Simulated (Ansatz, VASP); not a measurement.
**One calculation of ZrB2, two programs**

```
Zr B
1.0
     3.10039    0.00000    0.00000
    -1.55019    2.68502    0.00000
     0.00000    0.00000    3.44814
Zr B
1 2
Cartesian
  0.0000 0.0000 0.0000
  0.0000 1.7900 1.7241
  1.5502 0.8950 1.7241
```

Change from the starting cell: volume scaled by 0.94, crystal datasets.

Alike in both runs: task electric field gradients; functional PBE; k mesh 12 × 12 × 9; occupations fermi-dirac, width 0.05 eV; no spin polarisation.

|  | VASP | Ansatz |
| --- | --- | --- |
| version | VASP 6.6.1 | Ansatz 0.2.0 |
| potentials or method | VASP PAW PBE potentials, release 64 (Zr_sv, B), cutoff 520 eV | all-electron PAW with datasets made for the crystal, scalar-relativistic |

|  | VASP | Ansatz | Ansatz less VASP |
| --- | --- | --- | --- |
| pressure (GPa) | 19.9 | 19.8 | -0.15 |
| largest component of the traceless stress (GPa) | 0.30 | 0.30 | -0.003 |
| Vzz of the field gradient on the site that differs most (V/Å²) | 41.8 | 45.2 | +3.36 |

Ansatz ran all-electron here, so the differences hold the error of VASP's frozen core and of both bases. Ansatz warned: «gradients_without_spin_orbit».

Caveats: so large a pressure means that the cell lies far from this level's equilibrium, or that cutoff or potentials fall short (VASP).
